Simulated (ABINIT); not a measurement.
Ag:

```
Ag
1.0
     0.00000    2.04275    2.04275
     2.04275    0.00000    2.04275
     2.04275    2.04275    0.00000
Ag
1
Direct
  0.00000 0.00000 0.00000
```

Program: ABINIT 10.8.3 (patched build). Alike in all runs: no spin polarisation; cell as given.

Problem. Order these runs on this cell by their pressure, lowest first.
A. level LDA; potentials or basis PseudoDojo NC SR LDA v0.4.1 standard; k mesh 12 × 12 × 12, with 4 shifts; cutoff (eV) 1088; smearing fermi-dirac 0.2 eV; bands in the sums 18; broadening (eV) 0.15; scissor shift (eV) 0; tensor components [11]
B. level PBEsol; potentials or basis PseudoDojo NC SR PBEsol v0.4.1 standard; k mesh 8 × 8 × 8; cutoff (eV) 1007; smearing fermi-dirac 0.05 eV
C. level PBE; potentials or basis PseudoDojo NC SR PBE v0.4.1 standard; k mesh 12 × 12 × 12, with 4 shifts; cutoff (eV) 1088; smearing methfessel-paxton 0.1 eV; bands in the sums 22; broadening (eV) 0.1; scissor shift (eV) 0; tensor components [11]

Solution. A (-7.6 GPa), B (-3.9 GPa), C (4.3 GPa).

Not every run made on this cell is shown here.
